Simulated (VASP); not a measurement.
# Cr (Pm-3n) in VASP: equation of state

Aim: energy against volume of Cr in PBE, for its equilibrium volume and stiffness.

Everything below comes from runs of VASP 6.6.1. Logs are shortened: lines on timing, memory, paths and dates and some standing lists are left out, and cuts for length are marked.

### Step 1. The crystal as given

The structure is cubic, space group Pm-3n (No. 223). The conventional cell has a = 4.512 Å, b = 4.512 Å, c = 4.512 Å, α = 90.00°, β = 90.00°, γ = 90.00°. Around Cr (site symmetry -4m2) lie 6 Cr at 2.26 to 2.52 Å. Around Cr (site symmetry m-3) lie 12 Cr at 2.52 Å.

This isn't the form of Cr at room conditions, which is bcc.

### Step 2. Equation of state, PBE, collinear spin, ferromagnetic start, 10.79 Å³/atom (volume scaled by 0.94)

File INCAR:

```
PREC = Accurate
ENCUT = 520
EDIFF = 1E-7
ISMEAR = -1
SIGMA = 0.05
LREAL = False
LASPH = True
NELM = 150
ALGO = Normal
ISIF = 2
LWAVE = False
LCHARG = False
ISPIN = 2
MAGMOM = 3 3 3 3 3 3 3 3
LORBIT = 11
LMAXMIX = 4
GGA = PE
NBANDS = 62
```

File KPOINTS:

```
Automatic mesh
0
Gamma
  6 6 6
```

File POSCAR:

```
Cr
1.0
    4.4200794569      0.0000000000      0.0000000000
    0.0000000000      4.4200794569      0.0000000000
    0.0000000000      0.0000000000      4.4200794569
Cr
8
Direct
    0.5000000000      0.2500000000      0.0000000000
    0.5000000000      0.7500000000      0.0000000000
    0.0000000000      0.5000000000      0.7500000000
    0.0000000000      0.5000000000      0.2500000000
    0.7500000000      0.0000000000      0.5000000000
    0.2500000000      0.0000000000      0.5000000000
    0.5000000000      0.5000000000      0.5000000000
    0.0000000000      0.0000000000      0.0000000000
```

Potentials or basis: VASP PAW PBE potentials, release 64 (Cr_pv).

On the command line:

```
cat potpaw_PBE.64/Cr_pv/POTCAR > POTCAR
mpirun -np 1 vasp_std > vasp.out
```

OUTCAR:

```text
PREC = Accurate
   ENCUT = 520
   EDIFF = 1E-7
   ISMEAR = -1
   LREAL = False
   LASPH = True
   NELM = 150
   ISIF = 2
   ISPIN = 2
   LORBIT = 11
   GGA = PE

 Found     20 irreducible k-points:

 Following reciprocal coordinates:
            Coordinates               Weight
  0.000000  0.000000  0.000000      1.000000
  0.166667  0.000000  0.000000      6.000000
  0.333333  0.000000  0.000000      6.000000
  0.500000  0.000000  0.000000      3.000000
  0.166667  0.166667  0.000000     12.000000
  0.333333  0.166667  0.000000     24.000000
   k-points           NKPTS =     20   k-points in BZ     NKDIM =     20   number of bands    NBANDS=     62
   number of dos      NEDOS =    301   number of ions     NIONS =      8
   total plane-waves  NPLWV =  46656
   dimension x,y,z NGX =    36 NGY =   36 NGZ =   36
   dimension x,y,z NGXF=    72 NGYF=   72 NGZF=   72
   ions per type =               8
   NGX,Y,Z   is equivalent  to a cutoff of  13.54, 13.54, 13.54 a.u.
   NGXF,Y,Z  is equivalent  to a cutoff of  27.08, 27.08, 27.08 a.u.
 SYSTEM =  unknown system
   PREC   = accura    normal or accurate (medium, high low for compatibility)
   ISTART =      0    job   : 0-new  1-cont  2-samecut
   ICHARG =      2    charge: 1-file 2-atom 10-const
   ISPIN  =      2    spin polarized calculation?
   LNONCOLLINEAR =      F non collinear calculations
   LSORBIT =      F    spin-orbit coupling
   LASPH  =      T    aspherical Exc in radial PAW
   ENCUT  =  520.0 eV  38.22 Ry    6.18 a.u.   8.22  8.22  8.22*2*pi/ulx,y,z
   NELM   =    150;   NELMIN=  2; NELMDL= -5     # of ELM steps
   EDIFF  = 0.1E-06   stopping-criterion for ELM
   LREAL  =      F    real-space projection
   EDIFFG = 0.1E-05   stopping-criterion for IOM
   NSW    =      0    number of steps for IOM
   IBRION =     -1    ionic relax: 0-MD 1-quasi-New 2-CG
   NFREE  =      0    steps in history (QN), initial steepest desc. (CG)
   ISIF   =      2    stress and relaxation
   ISYM   =      2    0-nonsym 1-usesym 2-fastsym
   POTIM  = 0.5000    time-step for ionic-motion
   TEBEG  =    0.0;   TEEND  =   0.0 temperature during run
   PSTRESS=    0.0 pullay stress
   NELECT =      96.0000    total number of electrons
   NUPDOWN=      -1.0000    fix difference up-down
   EMIN   =  10.00;   EMAX   =-10.00  energy-range for DOS
   EFERMI =   0.00;   METHOD = LEGACY
   ISMEAR =    -1;   SIGMA  =   0.05  broadening in eV -4-tet -1-fermi 0-gaus
   EFERMI_NEDOS =   21; number of points for ismear=-14 and -15
   IALGO  =     38    algorithm
   IMIX   =      4    mixing-type and parameters
     AMIX     =   0.40;   BMIX     =  1.00
     AMIX_MAG =   1.60;   BMIX_MAG =  1.00
  volume/ion in A,a.u.               =      10.79        72.84
  Fermi-wavevector in a.u.,A,eV,Ry     =   1.695906  3.204798 39.131688  2.876098
  Thomas-Fermi vector in A             =   2.776865
   LORBIT       =     11    0 simple, 1 ext, 2 COOP (PROOUT), +10 PAW based schemes
   GGA     = PE    functional components
   LHFCALC =     F    Hartree Fock is set to
   AEXX    =    0.0000 exact exchange contribution
[... 25 lines left out ...]
 val. band max:       11.8083859852   @ k =   0.5000   0.1667   0.0000
 cond. band min:      11.8516040390   @ k =   0.5000   0.5000   0.3333
 fundamental gap:      0.0432180538
 Fermi energy:        11.8299007361

 spin component 1

 k-point     1 :       0.0000    0.0000    0.0000
  band No.  band energies     occupation
      1     -32.0452      1.00000
      2     -32.0452      1.00000
      3     -31.9009      1.00000
      4     -31.6475      1.00000
      5     -31.6475      1.00000
      6     -31.6475      1.00000
[... 367 lines left out ...]
     59      13.6375      0.00000
     60      14.0006      0.00000

 [... further k-points ...]

 spin component 2

 k-point     1 :       0.0000    0.0000    0.0000
  band No.  band energies     occupation
      1     -32.0452      1.00000
      2     -32.0452      1.00000
      3     -31.9009      1.00000
      4     -31.6475      1.00000
      5     -31.6475      1.00000
      6     -31.6475      1.00000
[... 367 lines left out ...]
     59      13.6375      0.00000
     60      14.0006      0.00000

 [... further k-points ...]

 [bands above 60 left out]

------------------------ aborting loop because EDIFF is reached ----------------------------------------

  FORCE on cell =-STRESS in cart. coord.  units (eV):
  Direction    XX          YY          ZZ          XY          YZ          ZX
  --------------------------------------------------------------------------------------
  -------------------------------------------------------------------------------------
  Total       12.9302116     12.9302116     12.9302116      0.0000000     -0.0000000      0.0000000
  in kB      239.8976450    239.8976450    239.8976450      0.0000000     -0.0000000      0.0000000
  external PRESSURE =     239.8976450 kB  Pullay stress =       0.0000000 kB

 VOLUME and BASIS-vectors are now :
 -----------------------------------------------------------------------------
  energy-cutoff  :      520.00
  volume of cell :       86.36
      direct lattice vectors                 reciprocal lattice vectors
     4.420079457  0.000000000  0.000000000     0.226240277  0.000000000  0.000000000
     0.000000000  4.420079457  0.000000000     0.000000000  0.226240277  0.000000000
     0.000000000  0.000000000  4.420079457     0.000000000  0.000000000  0.226240277

 POSITION                                       TOTAL-FORCE (eV/Angst)
 -----------------------------------------------------------------------------------
      2.21004      1.10502      0.00000         0.000000     -0.000000      0.000000
      2.21004      3.31506      0.00000        -0.000000      0.000000      0.000000
      0.00000      2.21004      3.31506        -0.000000     -0.000000      0.000000
      0.00000      2.21004      1.10502         0.000000     -0.000000     -0.000000
      3.31506      0.00000      2.21004        -0.000000     -0.000000      0.000000
      1.10502      0.00000      2.21004         0.000000      0.000000     -0.000000
      2.21004      2.21004      2.21004        -0.000000      0.000000     -0.000000
      0.00000      0.00000      0.00000        -0.000000      0.000000     -0.000000
 -----------------------------------------------------------------------------------
    total drift:                                0.000000      0.000000     -0.000000

  FREE ENERGIE OF THE ION-ELECTRON SYSTEM (eV)
  ---------------------------------------------------
  free  energy   TOTEN  =       -75.0880694504 eV

  energy  without entropy=      -75.0461938763  energy(sigma->0) =      -75.06713166

 total charge

# of ion       s       p       d       tot
------------------------------------------
    1        0.470   6.447   4.320  11.237
    2        0.470   6.447   4.320  11.237
    3        0.470   6.447   4.320  11.237
    4        0.470   6.447   4.320  11.237
    5        0.470   6.447   4.320  11.237
    6        0.470   6.447   4.320  11.237
    7        0.489   6.473   4.311  11.273
    8        0.489   6.473   4.311  11.273
--------------------------------------------------
tot          3.797  51.629  34.540  89.966

 magnetization (x)

# of ion       s       p       d       tot
------------------------------------------
    1       -0.000   0.000   0.000   0.000
    2       -0.000   0.000   0.000   0.000
    3       -0.000   0.000   0.000   0.000
    4       -0.000   0.000   0.000   0.000
    5       -0.000   0.000   0.000   0.000
    6       -0.000   0.000   0.000   0.000
    7       -0.000   0.000  -0.000  -0.000
    8       -0.000   0.000  -0.000  -0.000
--------------------------------------------------
tot         -0.000   0.000   0.000   0.000
```

OSZICAR:

```text
N       E                     dE             d eps       ncg     rms          rms(c)
DAV:   1     0.137822449883E+04    0.13782E+04   -0.52585E+04  4984   0.199E+03
DAV:   2     0.232550431327E+02   -0.13550E+04   -0.13141E+04  4960   0.611E+02
DAV:   3    -0.720509648027E+02   -0.95306E+02   -0.90456E+02  6032   0.176E+02
DAV:   4    -0.754030300039E+02   -0.33521E+01   -0.32430E+01  6128   0.317E+01
DAV:   5    -0.755117074900E+02   -0.10868E+00   -0.10807E+00  6392   0.532E+00    0.526E+01
DAV:   6    -0.738063911908E+02    0.17053E+01   -0.59737E+01  5442   0.467E+01    0.135E+01
DAV:   7    -0.751260376411E+02   -0.13196E+01   -0.29989E+00  5972   0.122E+01    0.992E+00
DAV:   8    -0.754198459015E+02   -0.29381E+00   -0.22407E+00  7036   0.146E+01    0.672E+00
DAV:   9    -0.751281860120E+02    0.29166E+00   -0.12797E+00  7000   0.852E+00    0.239E+00
DAV:  10    -0.750883250462E+02    0.39861E-01   -0.11382E-01  6798   0.246E+00    0.907E-01
DAV:  11    -0.750876580693E+02    0.66698E-03   -0.13952E-02  6080   0.844E-01    0.225E-01
DAV:  12    -0.750881213500E+02   -0.46328E-03   -0.10652E-03  6286   0.227E-01    0.105E-01
DAV:  13    -0.750880994687E+02    0.21881E-04   -0.89082E-05  7240   0.505E-02    0.714E-02
DAV:  14    -0.750880731436E+02    0.26325E-04   -0.15954E-05  6872   0.258E-02    0.140E-02
DAV:  15    -0.750880731584E+02   -0.14734E-07   -0.66360E-06  5836   0.174E-02    0.835E-03
DAV:  16    -0.750880708250E+02    0.23333E-05   -0.70587E-07  5272   0.486E-03    0.401E-03
DAV:  17    -0.750880695254E+02    0.12996E-05   -0.60160E-08  3206   0.174E-03    0.726E-04
DAV:  18    -0.750880694504E+02    0.75073E-07   -0.14880E-08  3158   0.696E-04
   1 F= -.75088069E+02 E0= -.75067132E+02  d E =-.418756E-01  mag=    -0.0000
```

Wall time 3.9 min (1 thread of Intel Xeon Platinum 8259CL at 2.50GHz (Skylake/Cascade Lake), shared host); peak memory 0.31 GiB.

What came out:

```yaml
Free_energy: -75.0881 eV
Pressure: 24.0 GPa
Band_gap_on_the_k_mesh: none (metal or under the smearing width)
Net_moment: 0.00 μB per cell
Valence_electrons_inside_the_program's_atomic_spheres: Cr 11.24, 11.27
```

Caveat: the starting moments collapsed, and a magnetic state may lie lower.

### Step 3. Equation of state, PBE, collinear spin, ferromagnetic start, 11.02 Å³/atom (volume scaled by 0.96)

File INCAR:

```
PREC = Accurate
ENCUT = 520
EDIFF = 1E-7
ISMEAR = -1
SIGMA = 0.05
LREAL = F
LASPH = T
NELM = 100
ALGO = Normal
ISIF = 2
LWAVE = F
LCHARG = F
ISPIN = 2
MAGMOM = 3 3 3 3 3 3 3 3
LORBIT = 11
LMAXMIX = 4
GGA = PE
NBANDS = 62
```

KPOINTS is that of step 2.

Changes to POSCAR since step 2:

```diff
@@ -2,5 +2,5 @@
 1.0
-    4.4200794569      0.0000000000      0.0000000000
-    0.0000000000      4.4200794569      0.0000000000
-    0.0000000000      0.0000000000      4.4200794569
+    4.4512078027      0.0000000000      0.0000000000
+    0.0000000000      4.4512078027      0.0000000000
+    0.0000000000      0.0000000000      4.4512078027
 Cr
```

Potentials or basis: VASP PAW PBE potentials, release 64 (Cr_pv).

On the command line:

```
cat potpaw_PBE.64/Cr_pv/POTCAR > POTCAR
mpirun -np 1 vasp_std > vasp.out
```

Run time: 3.9 min. Hardware: 1 thread of Intel Xeon Platinum 8259CL at 2.50GHz (Skylake/Cascade Lake), shared host; peak memory 0.31 GiB.

The run converged. Its results:

* Free energy: -75.3227 eV
* Pressure: 16.9 GPa
* Band gap on the k mesh: none (metal or under the smearing width)
* Net moment: 0.00 μB per cell
* Valence electrons inside the program's atomic spheres: Cr 11.19, 11.22

Caveat: the starting moments collapsed, and a magnetic state may lie lower.

### Step 4. Equation of state, PBE, collinear spin, ferromagnetic start, 11.25 Å³/atom (volume scaled by 0.98)

File INCAR:

```
SYSTEM = Cr
ALGO     = Normal         ! electronic algorithm
EDIFF    = 1E-7           ! SCF threshold, eV
ENCUT    = 520            ! plane-wave cutoff, eV
GGA      = PE             ! functional
ISIF     = 2              ! what is computed and relaxed
ISMEAR   = -1             ! smearing method
ISPIN    = 2              ! spin polarisation
LASPH    = .True.         ! aspherical terms in the spheres
LCHARG   = .False.        ! write CHGCAR
LMAXMIX  = 4              ! l up to which the mixer works
LORBIT   = 11             ! projections on sites
LREAL    = .False.        ! projectors in reciprocal space
LWAVE    = .False.        ! write WAVECAR
MAGMOM   = 3 3 3 3 3 3 3 3 ! initial moments
NBANDS   = 62             ! bands
NELM     = 150            ! most SCF steps
PREC     = Accurate       ! precision mode
SIGMA    = 0.05           ! smearing width, eV
```

File KPOINTS:

```
k-points
0
Gamma
  6 6 6
  0 0 0
```

Changes to POSCAR since step 3:

```diff
@@ -2,5 +2,5 @@
 1.0
-    4.4512078027      0.0000000000      0.0000000000
-    0.0000000000      4.4512078027      0.0000000000
-    0.0000000000      0.0000000000      4.4512078027
+    4.4819067576      0.0000000000      0.0000000000
+    0.0000000000      4.4819067576      0.0000000000
+    0.0000000000      0.0000000000      4.4819067576
 Cr
```

On the command line:

```
cat potpaw_PBE.64/Cr_pv/POTCAR > POTCAR
mpirun -np 1 vasp_std > vasp.out
```

It took 3.9 min on 1 thread of Intel Xeon Platinum 8259CL at 2.50GHz (Skylake/Cascade Lake), shared host; peak memory 0.32 GiB.

It converged, with:

* Free energy: -75.4802 eV
* Pressure: 10.5 GPa
* Band gap on the k mesh: none (metal or under the smearing width)
* Net moment: 0.00 μB per cell
* Valence electrons inside the program's atomic spheres: Cr 11.14, 11.17

Caveat: the starting moments collapsed, and a magnetic state may lie lower.

### Step 5. Equation of state, PBE, collinear spin, ferromagnetic start, 11.71 Å³/atom (volume scaled by 1.02)

File INCAR:

```
  PREC = Accurate
  ENCUT = 520
  EDIFF = 1E-7
  ISMEAR = -1
  SIGMA = 0.05
  LREAL = F
  LASPH = T
  NELM = 120
  ALGO = Normal
  ISIF = 2
  LWAVE = F
  LCHARG = F
  ISPIN = 2
  MAGMOM = 3 3 3 3 3 3 3 3
  LORBIT = 11
  LMAXMIX = 4
  GGA = PE
  NBANDS = 62
```

File KPOINTS:

```
Automatic mesh
0
Gamma
  6 6 6
```

Changes to POSCAR since step 4:

```diff
@@ -2,5 +2,5 @@
 1.0
-    4.4819067576      0.0000000000      0.0000000000
-    0.0000000000      4.4819067576      0.0000000000
-    0.0000000000      0.0000000000      4.4819067576
+    4.5420737593      0.0000000000      0.0000000000
+    0.0000000000      4.5420737593      0.0000000000
+    0.0000000000      0.0000000000      4.5420737593
 Cr
```

On the command line:

```
cat potpaw_PBE.64/Cr_pv/POTCAR > POTCAR
mpirun -np 1 vasp_std > vasp.out
```

Wall time 4.3 min (1 thread of Intel Xeon Platinum 8259CL at 2.50GHz (Skylake/Cascade Lake), shared host); peak memory 0.32 GiB.

It converged, with:

| Property | Result |
| --- | --- |
| Free energy | -75.5931 eV |
| Pressure | -0.4 GPa |
| Band gap on the k mesh | none (metal or under the smearing width) |
| Net moment | 0.00 μB per cell |
| Valence electrons inside the program's atomic spheres | Cr 11.05, 11.08 |

Caveat: the starting moments collapsed, and a magnetic state may lie lower.

### Step 6. Equation of state, PBE, collinear spin, ferromagnetic start, 11.94 Å³/atom (volume scaled by 1.04)

File INCAR:

```
SYSTEM = Cr
PREC = Accurate
ENCUT = 520
EDIFF = 1E-7
ISMEAR = -1
SIGMA = 0.05
LREAL = .False.
LASPH = .True.
NELM = 120
ALGO = Normal
ISIF = 2
LWAVE = .False.
LCHARG = .False.
ISPIN = 2
MAGMOM = 3 3 3 3 3 3 3 3
LORBIT = 11
LMAXMIX = 4
GGA = PE
NBANDS = 62
```

File KPOINTS:

```
Automatic mesh
0
Gamma
  6 6 6
  0 0 0
```

Changes to POSCAR since step 5:

```diff
@@ -2,5 +2,5 @@
 1.0
-    4.5420737593      0.0000000000      0.0000000000
-    0.0000000000      4.5420737593      0.0000000000
-    0.0000000000      0.0000000000      4.5420737593
+    4.5715685712      0.0000000000      0.0000000000
+    0.0000000000      4.5715685712      0.0000000000
+    0.0000000000      0.0000000000      4.5715685712
 Cr
```

Potentials or basis: VASP PAW PBE potentials, release 64 (Cr_pv).

On the command line:

```
cat potpaw_PBE.64/Cr_pv/POTCAR > POTCAR
mpirun -np 1 vasp_std > vasp.out
```

Run time: 4.5 min. Hardware: 1 thread of Intel Xeon Platinum 8259CL at 2.50GHz (Skylake/Cascade Lake), shared host; peak memory 0.32 GiB.

Results (log left out):

- Free energy: -75.5616 eV
- Pressure: -5.1 GPa
- Band gap on the k mesh: none (metal or under the smearing width)
- Net moment: 0.00 μB per cell
- Valence electrons inside the program's atomic spheres: Cr 11.01, 11.03

Caveat: the starting moments collapsed, and a magnetic state may lie lower.

### Step 7. Equation of state, PBE, collinear spin, ferromagnetic start, 12.17 Å³/atom (volume scaled by 1.06)

Changes to INCAR since step 6:

```diff
@@ -8,3 +8,3 @@
 LASPH = .True.
-NELM = 120
+NELM = 150
 ALGO = Normal
```

File KPOINTS:

```
regular mesh
0
Gamma
  6 6 6
  0 0 0
```

Changes to POSCAR since step 6:

```diff
@@ -2,5 +2,5 @@
 1.0
-    4.5715685712      0.0000000000      0.0000000000
-    0.0000000000      4.5715685712      0.0000000000
-    0.0000000000      0.0000000000      4.5715685712
+    4.6006876275      0.0000000000      0.0000000000
+    0.0000000000      4.6006876275      0.0000000000
+    0.0000000000      0.0000000000      4.6006876275
 Cr
```

On the command line:

```
cat potpaw_PBE.64/Cr_pv/POTCAR > POTCAR
mpirun -np 1 vasp_std > vasp.out
```

It took 5.1 min on 1 thread of Intel Xeon Platinum 8259CL at 2.50GHz (Skylake/Cascade Lake), shared host; peak memory 0.32 GiB.

Results (log left out):

| Quantity | Value |
| --- | --- |
| Free energy | -75.4792 eV |
| Pressure | -9.3 GPa |
| Band gap on the k mesh | none (metal or under the smearing width) |
| Net moment | 0.00 μB per cell |
| Valence electrons inside the program's atomic spheres | Cr 10.97, 10.99 |

Caveat: the starting moments collapsed, and a magnetic state may lie lower.

### Step 8. Equation of state, PBE, collinear spin, ferromagnetic start

This step only gathers the single runs of the series.

What came out:

* Equilibrium volume: 11.70 Å³/atom
* Bulk modulus: 253 GPa
* Pressure derivative of the bulk modulus: 4.3

Energy against volume, from the lowest point:
```csv
volume (Å³/atom),energy (meV/atom)
10.794,63.13
11.024,33.80
11.254,14.11
11.483,3.13
11.713,0.00
11.943,3.94
12.172,14.24
```
